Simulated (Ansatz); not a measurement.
Ru under strains and displacements

All numbers below come from DFT PBE, scalar-relativistic, plane waves, PAW in Ansatz.

Plane waves to 420 eV, a k mesh through Γ of 18×18×10 on the computed 2-atom cell and Gaussian smearing (0.10 eV); no spin polarisation.

Reference cell:

```
CELL_PARAMETERS angstrom
2.70580 0.00000 0.00000
-1.35290 2.34329 0.00000
0.00000 0.00000 4.28190
ATOMIC_POSITIONS crystal
Ru 0.33333 0.66667 0.25000
Ru 0.66667 0.33333 0.75000
```

Each variant moves atoms of this cell by the vectors given, if any (Å), and then applies a symmetric strain (tensor components, Cartesian axes). The reference cell isn't relaxed at this level. Energies are per atom at zero smearing, counted from the lowest variant. Pressure is positive in compression.

1. strain (xx yy zz yz xz xy, %) 7.22 7.22 -1.78 0.00 0.00 0.00
2. strain (xx yy zz yz xz xy, %) 6.39 6.39 -2.61 0.00 0.00 0.00
3. strain (xx yy zz yz xz xy, %) 2.56 2.56 -6.44 0.00 0.00 0.00
4. strain (xx yy zz yz xz xy, %) 0.98 0.98 6.98 0.00 0.00 0.00
5. strain (xx yy zz yz xz xy, %) 5.67 5.67 -0.33 0.00 0.00 0.00
6. strain (xx yy zz yz xz xy, %) 2.57 2.57 -3.43 0.00 0.00 0.00

```tsv
result	ΔE (meV/atom)	P (GPa)
A	0.0	1.41
B	156.6	-23.05
C	79.0	14.45
D	66.2	-18.53
E	90.3	-21.67
F	110.4	-18.28
```

Which variant gave which result?

A is 6, B is 1, C is 3, D is 4, E is 5, F is 2.